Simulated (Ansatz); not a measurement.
The following input was run with Ansatz 0.2.0.

```yaml
crystal:
  lattice:
    - [0.0, 2.8396133583, 2.8396133583]
    - [2.8396133583, 0.0, 2.8396133583]
    - [2.8396133583, 2.8396133583, 0.0]
  atoms:
    - { symbol: Cd, position: [0.0, 0.0, 0.0] }
    - { symbol: Se, position: [0.5, 0.5, 0.5] }
basis:
  ecutwfc: 420
kpoints:
  mp_grid: { grid: [12, 12, 12] }
hamiltonian:
  xc: pbe
scf:
  occupations: { method: gaussian, width: 0.1 }
output:
  forces: true
  stress: true
  eigenvalues: true
```

Run as
```bash
ansatz run input.yaml --threads 1 --pin off --max-ram 2560MiB --backend cpu --events-out ev --progress --plain --runs-dir out
```

Method: DFT PBE, scalar-relativistic, plane waves, PAW (Ansatz 0.2.0).

From the run's log, abridged:

```
Pseudopotentials: kind: paw
Pseudopotential: Cd, paw, valence charge 20, recommended cutoff 420 eV (normal)
Pseudopotential: Se, paw, valence charge 16, recommended cutoff 420 eV (normal)
Functional definition: PBE
Crystal: 2 atoms, lattice volume = 45.794 Å³
Basis set: ecut = 420 eV, 893 PW (Γ), exchange–correlation on 54×54×54 points (8 copies of the dense FFT grid, shifted against one another)
Bands: 22, of which v1, the nominal top of the filled ones, is band 18 counted from 1 (17 counted from 0)
Symmetry: 48 space group operations
Space group: Fm-3m (ITA 225), of the structure as read, at distance tolerance 3.6e-5 Å
k-points: 72 of 1728
Initial density: superposition of atomic densities (neutral atoms: chi_scale 0, normalization atom), corrected by the library's trained network
Initial wavefunctions: pseudopotential atomic-orbital guess
Functional: x = pbe(κ = 0.804, μ = 0.21951497), c = pbe(β = 0.06672455)
SCF iter   1: F=—  HF=-13724.493462 eV  |F-HF|=—  |Δ(HF+E_count)|=         —  Δρ=8.16e-4  dr2=2.52e-4  ethr=1.77e-3  ⟨swp⟩=5.4  Hψ=6409  notcnv=0
SCF iter   2: F=—  HF=-13724.494265 eV  |F-HF|=—  |Δ(HF+E_count)|=   8.03e-4  Δρ=4.56e-4  dr2=9.48e-5  ethr=7.00e-7  ⟨swp⟩=2.5  Hψ=3354  notcnv=0
SCF iter   3: F=—  HF=-13724.494347 eV  |F-HF|=—  |Δ(HF+E_count)|=   8.14e-5  Δρ=1.64e-4  dr2=1.37e-5  ethr=2.63e-7  ⟨swp⟩=2.0  Hψ=2145  notcnv=0
SCF iter   4: F=—  HF=-13724.494356 eV  |F-HF|=—  |Δ(HF+E_count)|=   9.53e-6  Δρ=7.13e-5  dr2=3.05e-6  ethr=3.79e-8  ⟨swp⟩=2.0  Hψ=2542  notcnv=0
SCF iter   5: F=—  HF=-13724.494358 eV  |F-HF|=—  |Δ(HF+E_count)|=   1.89e-6  Δρ=2.94e-5  dr2=6.03e-7  ethr=8.47e-9  ⟨swp⟩=2.0  Hψ=2595  notcnv=0
SCF iter   6: F=-13724.494358 eV  HF=-13724.494358 eV  |F-HF|=3.43e-8  |Δ(HF+E_count)|=   1.22e-8  Δρ=1.02e-5  dr2=4.69e-8  ethr=2.78e-10  ⟨swp⟩=2.2  Hψ=5838  notcnv=0
SCF 1 converged in 6 iterations: F = -13724.494358 eV  dr2 = 4.69e-8
SCF converged after 6 iterations
Free energy (F): -13724.494358 eV
Harris-Foulkes:  -13724.494358 eV  (|F-HF|=3.43e-8)
Internal energy: -13724.491375 eV  (E = F + TS)
E sigma→0 (E₀):  -13724.492867 eV
Entropy (-TS):   -0.002983 eV (-1.491 meV/atom)
Fermi energy:    10.648979 eV
--- Per-component energies (eV) ---
  E_band       = -785.944704
  E_kinetic    = 623.819896
  E_local      = -5420.544830  (includes V_loc(G=0)·N_el)
  E_nonlocal   = -561.709502
  E_hartree    = 2607.366840
  E_xc         = -281.045648
  E_vxc        = -319.977567  (∫ρ·V_xc dr)
  E_paw        = -5995.249981  (= ΣΔE_a)
  E_vpaw       = -322.277116  (= ΣTr[D̂ρ^β])
  E_aug_tail   = -0.000489  (compensation charges beyond the density's cutoff)
  E_ewald      = -4697.127663
  E_smearing   = -0.002983  (= −TS)
--- Forces (eV/Å), atoms counted from 1 ---
  atom   1  Cd     0.00000000     0.00000000     0.00000000
  atom   2  Se     0.00000000     0.00000000     0.00000000
--- Stress (GPa, compression-positive) ---
        1.969490       0.000000       0.000000
        0.000000       1.969490       0.000000
        0.000000       0.000000       1.969490
  P = ⅓ Tr σ = 1.9695 GPa (19.695 kbar)
--- Band table (eV; the first three rows and the last of 72) ---
  k-point 0: bands = ["-91.3487", "-52.4195", "-52.4195", "-52.4195", "-36.1856", "-36.1856", "-36.1823", "-36.1823", "-36.1823", "-2.4893", "2.6400", "2.6400", "2.6575", "2.6575", "2.6575", "9.9409", "9.9409", "9.9409", "10.8486", "19.3150", "19.3150", "19.3150"]
  k-point 1: bands = ["-91.3487", "-52.4196", "-52.4196", "-52.4196", "-36.1856", "-36.1856", "-36.1823", "-36.1823", "-36.1823", "-2.4357", "2.6242", "2.6242", "2.6529", "2.6661", "2.6661", "9.1017", "9.9774", "9.9774", "11.6800", "18.5217", "19.1612", "19.1612"]
  k-point 2: bands = ["-91.3487", "-52.4198", "-52.4196", "-52.4196", "-36.1856", "-36.1856", "-36.1822", "-36.1822", "-36.1822", "-2.2826", "2.5781", "2.5781", "2.6375", "2.6932", "2.6932", "7.9978", "10.0804", "10.0804", "12.7204", "17.5535", "18.3296", "18.3296"]
  k-point 71: bands = ["-91.3487", "-52.4201", "-52.4201", "-52.4199", "-36.1856", "-36.1854", "-36.1821", "-36.1821", "-36.1819", "-1.5330", "2.5265", "2.6644", "2.6644", "2.8645", "3.2454", "7.3162", "7.3162", "7.4846", "13.6449", "16.5247", "18.0655", "18.0655"]
```

The run converged.

Time: 3.4 s on 1 thread of Arm Neoverse V1 (shared host), peak memory 0.35 GiB.